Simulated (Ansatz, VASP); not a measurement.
**Two plane-wave programs on SiC (Moissanite)**

```
Si C
1.0
     3.07600    0.00000    0.00000
    -1.53800    2.66389    0.00000
     0.00000    0.00000    5.04800
Si C
2 2
Cartesian
  0.0000 1.7759 0.0000
  1.5380 0.8880 2.5240
  0.0000 1.7759 1.9435
  1.5380 0.8880 4.5937
```

Alike in both runs: task single point; functional PBE; k mesh 5 × 5 × 3; no spin polarisation.

|  | VASP | Ansatz |
| --- | --- | --- |
| version | VASP 6.6.1 | Ansatz 0.2.0 |
| potentials or method | VASP PAW PBE potentials, release 64 (Si, C) | plane waves, PAW |
| plane-wave cutoff (eV) | 520 | 517 |
| occupations | gaussian, width 0.01 eV | fixed |
| valence electrons in the cell | 16 | 16 |

Ansatz gave:

```
rms of the force components (eV/Å) : 1.019
```

Problem. Estimate VASP's values.

Solution. rms of the force components (eV/Å): 1.020.

Atom by atom the forces differ by 0.001 eV/Å (rms over components).

Caveats: the k mesh is coarse (spacing up to 0.47 Å⁻¹), so the values aren't converged; forces of over 1 eV/Å show positions far from the minimum, so gaps and moduli don't describe the material at rest. A k mesh can miss the band edges.
